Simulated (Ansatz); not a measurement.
**TiO₂: settings compared (Ansatz)**

Run with:

```bash
ansatz run input.yaml --threads 1 --pin off --max-ram 2560MiB --backend cpu --events-out ev --progress --plain --runs-dir out
```

The input file (Ansatz 0.2.0, plane waves):

```yaml
crystal:
  lattice:
    - [-1.86014126, 1.84923646, 4.76786489]
    - [1.88421356, -1.92476618, 4.80745434]
    - [1.87027576, 1.93490068, -4.79788617]
  atoms:
    - { symbol: Ti, position: [0.00061606, 0.96182787, 0.97883676] }
    - { symbol: Ti, position: [0.74474537, 0.23841106, 0.4889855] }
    - { symbol: O, position: [0.18575429, 0.18373081, 0.01366495] }
    - { symbol: O, position: [0.9164831, 0.43276499, 0.49733227] }
    - { symbol: O, position: [0.56658101, 0.0767062, 0.50926648] }
    - { symbol: O, position: [0.82465598, 0.8000733, 0.97548197] }
kpoints:
  mp_grid: { grid: [5, 5, 7], shift: [0.5, 0.5, 0.0] }
magnetization:
  spin_polarized: true
scf:
  occupations: { method: fermi_dirac }
hamiltonian:
  pseudopotentials: { kind: paw }
  xc: pbe
basis:
  ecutwfc: 420
output:
  forces: true
  stress: true
  eigenvalues: true
```

Origin of the cell: a strained cell with displaced atoms, so it need not be a known compound.

The smearing width isn't typed, so it takes its default of 0.1 eV.

Output of this run (shortened):

```
SCF iter   1: F=—  HF=-7274.705988 eV  Δρ=4.78e-2  dr2=6.39e0  dr2_m=0.00e0  M=0.000 μB ∫|m|=0.000 μB
SCF iter   2: F=—  HF=-7273.095662 eV  Δρ=2.47e-2  dr2=1.45e0  dr2_m=0.00e0  M=0.000 μB ∫|m|=0.000 μB  defer=58
SCF iter   3: F=—  HF=-7271.958390 eV  Δρ=1.63e-2  dr2=2.34e-1  dr2_m=7.66e-2  M=0.621 μB ∫|m|=0.622 μB  defer=54
SCF iter   4: F=—  HF=-7272.820598 eV  Δρ=1.81e-2  dr2=5.27e-1  dr2_m=6.73e-2  M=0.000 μB ∫|m|=0.062 μB  defer=79
SCF iter   5: F=—  HF=-7272.832998 eV  Δρ=1.14e-2  dr2=2.05e-1  dr2_m=0.00e0  M=0.000 μB ∫|m|=0.000 μB  defer=46
[… 4 lines left out …]
SCF iter  10: F=—  HF=-7272.835948 eV  Δρ=1.08e-4  dr2=2.23e-5  dr2_m=0.00e0  M=0.000 μB ∫|m|=0.000 μB  defer=39
SCF iter  11: F=—  HF=-7272.835982 eV  Δρ=6.09e-5  dr2=9.40e-6  dr2_m=0.00e0  M=0.000 μB ∫|m|=0.000 μB  defer=39
SCF iter  12: F=—  HF=-7272.835981 eV  Δρ=1.82e-5  dr2=3.66e-7  dr2_m=0.00e0  M=0.000 μB ∫|m|=0.000 μB  defer=39
SCF iter  13: F=—  HF=-7272.835982 eV  Δρ=1.03e-5  dr2=2.46e-7  dr2_m=0.00e0  M=0.000 μB ∫|m|=0.000 μB
SCF iter  14: F=-7272.835982 eV  HF=-7272.835982 eV  Δρ=2.52e-6  dr2=6.80e-9  dr2_m=0.00e0  M=0.000 μB ∫|m|=0.000 μB
SCF 1 converged in 14 iterations: F = -7272.835982 eV  dr2 = 6.80e-9
SCF converged after 14 iterations
Magnetization: 0.0000 μB (24.0000 up, 24.0000 down)
Absolute magnetization: 0.0000 μB (∫|ρ↑−ρ↓|)
Spin contamination: 0.0000 ħ² per cell (⟨S²⟩ above its minimum at these occupations)
Per-site moments (μB) at R_I (Å): [(0.0, 0.660289), (0.0, 0.707327), (0.0, 0.737503), (0.0, 0.707327), (0.0, 0.711768), (0.0, 0.660289)]
Free energy (F): -7272.835982 eV
Harris-Foulkes:  -7272.835982 eV  (|F-HF|=1.13e-8)
Internal energy: -7272.835966 eV  (E = F + TS)
E sigma→0 (E₀):  -7272.835974 eV
Entropy (-TS):   -0.000016 eV (-0.003 meV/atom)
Fermi energy:    9.201938 eV
--- Per-component energies (eV) ---
  E_band       = -444.733069
  E_kinetic    = 1272.237517
  E_local      = -3935.733573  (includes V_loc(G=0)·N_el)
  E_nonlocal   = 200.929854
  E_hartree    = 1564.939160
  E_xc         = -496.947932
  E_vxc        = -629.667812  (∫ρ·V_xc dr)
  E_paw        = -2727.081191  (= ΣΔE_a)
  E_vpaw       = -482.386005  (= ΣTr[D̂ρ^β])
  E_aug_tail   = 0.010265  (compensation charges beyond the density's cutoff)
  E_ewald      = -3151.190067
  E_smearing   = -0.000016  (= −TS)
  Σ components = -7272.835982   (vs F -7272.835982, Δ=0.00e0)
[… 2 lines left out …]
  atom   2  Ti    -0.676407     0.125232    -0.800807
  atom   3  O      0.184025    -0.484887     7.352067
  atom   4  O     -2.937635    -0.243890     8.609840
  atom   5  O      0.020632     0.422430    -8.019871
  atom   6  O      3.110980     0.115267   -13.586013
  max |Σ_I F_I| component: 5.05e-5 eV/Å
--- Stress (GPa, compression-positive) ---
       23.684814       0.328432      -2.929129
        0.328432       7.667436      -0.433255
       -2.929129      -0.433255     108.438864
  P = ⅓ Tr σ = 46.5970 GPa (465.970 kbar)
```

The same input was run again with these changes:

1. `kpoints.mp_grid.grid` [5, 5, 7] → [2, 2, 4]; `scf.n_extra_bands` default → 1
2. `basis.ecutrho_ratio` default → 12; `hamiltonian.hubbard` default → { sites: [{ species: Ti, l: d, u_eff: 2.0 }], double_counting: amf }
3. `scf.n_extra_bands` default → 4
4. `hamiltonian.xc` pbe → revpbe

```tsv
run	end	SCF iterations	P (GPa)	max force component (eV/Å)	moment (μB)	ΔE(σ→0) (meV/atom)
base	converged	14	46.60	13.586	0.00	0
1	converged	14	46.54	13.596	0.00	-0.30
2	converged	14	46.47	13.497	0.00	–
3	converged	13	46.60	13.586	0.00	0.00
4	converged	14	50.06	13.719	0.00	–
```

Energies are compared only where functional, datasets, charge and starting cell are the same.

Caveats of the base run: spin is on but no moment was typed; the given cell is far from equilibrium, with atoms too close or a volume far off.

Run 4: forces of this functional can be a tenth off on datasets made under PBE.

The base run took 9.7 s on 1 thread of AMD EPYC 9R45 96-Core Processor (Zen 5) (shared host), peak memory 0.57 GiB, from the program's own first density.
